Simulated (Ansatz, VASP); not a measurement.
## TiC: VASP beside Ansatz

INCAR

```
SYSTEM = TiC
  PREC = Accurate
  ENCUT = 520
  EDIFF = 1E-6
  ISMEAR = -1
  SIGMA = 0.05
  LREAL = .FALSE.
  LASPH = .TRUE.
  NELM = 80
  ALGO = Normal
  ISIF = 2
  LWAVE = .FALSE.
  LCHARG = .TRUE.
  GGA = CA
  LELF = .TRUE.
  LVHAR = .TRUE.
  NBANDS = 15
```

KPOINTS

```
Automatic mesh
0
G
  11 11 11
  0 0 0
```

POSCAR

```
TiC
1.0
    3.0422327100      0.0000000000      0.0000000000
    1.5211163550      2.6346508111      0.0000000000
    1.5211163550      0.8782169371      2.4839726061
Ti C
1 1
Direct
    0.0000000000      0.0000000000      0.0000000000
    0.5000000000      0.5000000000      0.5000000000
```

Contents of input.yaml:

```yaml
crystal:
  lattice:
    - [3.04223271, 0.0, 0.0]
    - [1.521116355, 2.6346508111, 0.0]
    - [1.521116355, 0.8782169371, 2.4839726061]
  atoms:
    - { symbol: Ti, position: [0.0, 0.0, 0.0] }
    - { symbol: C, position: [0.5, 0.5, 0.5] }
kpoints:
  mp_grid: { grid: [11, 11, 11] }
scf:
  occupations: { method: fermi_dirac, width: 0.05 }
hamiltonian:
  xc: lda
  pseudopotentials: { kind: all_electron, lapw: { basis_error: 0.001 } }
output:
  forces: true
  stress: true
  eigenvalues: true
```

Change from the starting cell: volume scaled by 0.98.

Alike in both runs: task single point; functional LDA; k mesh 11 × 11 × 11; occupations fermi-dirac, width 0.05 eV; no spin polarisation.

|  | VASP | Ansatz |
| --- | --- | --- |
| version | VASP 6.6.1 | Ansatz 0.2.0 |
| potentials or method | VASP PAW LDA potentials, release 64 (Ti_sv, C) | all-electron LAPW, scalar-relativistic |
| plane-wave cutoff (eV) | 520 | see its input |

Ansatz gave:

| Quantity | Value |
| --- | --- |
| gap on the k mesh at the Fermi level (eV) | none |
| pressure (GPa) | -7.6 |

Task: What did VASP give for the same quantities?

Result: gap on the k mesh at the Fermi level (eV): none; pressure (GPa): -7.1.

A gap of «none» marks a metal or a gap that the smearing closes. Ansatz ran all-electron here, so the differences hold the error of VASP's frozen core and of both bases.
